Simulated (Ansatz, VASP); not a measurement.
## Two plane-wave programs on TaN

INCAR

```
SYSTEM = TaN
  PREC = Accurate
  ENCUT = 520
  EDIFF = 1E-6
  ISMEAR = 0
  SIGMA = 0.15
  LREAL = .FALSE.
  LASPH = .TRUE.
  NELM = 80
  ALGO = Normal
  ISIF = 2
  LWAVE = .FALSE.
  LCHARG = .TRUE.
  GGA = PS
  LELF = .TRUE.
  LVHAR = .TRUE.
  NBANDS = 15
```

KPOINTS

```
regular mesh
0
G
  18 18 18
  0 0 0
```

File POSCAR:

```
TaN
1.0
    0.0000000000      2.1790000000      2.1245250000
    2.1790000000      0.0000000000      2.1245250000
    2.1790000000      2.1790000000      0.0000000000
Ta N
1 1
Direct
    0.5000000000      0.5000000000      0.5000000000
    0.0000000000      0.0000000000      0.0000000000
```

Input for Ansatz:

```yaml
crystal:
  lattice:
    - [0.0, 2.179, 2.124525]
    - [2.179, 0.0, 2.124525]
    - [2.179, 2.179, 0.0]
  atoms:
    - { symbol: Ta, position: [0.5, 0.5, 0.5] }
    - { symbol: "N", position: [0.0, 0.0, 0.0] }
basis:
  ecutwfc: 420
kpoints:
  mp_grid: { grid: [18, 18, 18] }
hamiltonian:
  xc: pbesol
scf:
  occupations: { method: gaussian, width: 0.15 }
output:
  forces: true
  stress: true
  eigenvalues: true
```

Change from the starting cell: strain +0.000 along x and y, -0.025 along z, atoms carried along.

Alike in both runs: task single point; functional PBEsol; k mesh 18 × 18 × 18; occupations gaussian, width 0.15 eV; no spin polarisation.

|  | VASP | Ansatz |
| --- | --- | --- |
| version | VASP 6.6.1 | Ansatz 0.2.0 |
| potentials or method | VASP PAW PBE potentials, release 64 (Ta_pv, N) | scalar-relativistic, plane waves, PAW |
| plane-wave cutoff (eV) | 520 | 420 |
| valence electrons in the cell | 16 | 18 |

VASP gave:

| Property | Result |
| --- | --- |
| gap on the k mesh at the Fermi level (eV) | none |
| pressure (GPa) | 16.3 |
| largest component of the traceless stress (GPa) | 13.53 |

What did Ansatz give for the same quantities?

gap on the k mesh at the Fermi level (eV): none; pressure (GPa): 15.1; largest component of the traceless stress (GPa): 13.39.

A gap of «none» marks a metal or a gap that the smearing closes. The two sets of potentials don't hold the same shells in valence.

Caveats: so large a pressure means that the cell lies far from this level's equilibrium, or that cutoff or potentials fall short (VASP); the potentials were made for another functional, which shifts forces and pressure (VASP). Spin-orbit coupling is left out, which matters for the levels of Ta.
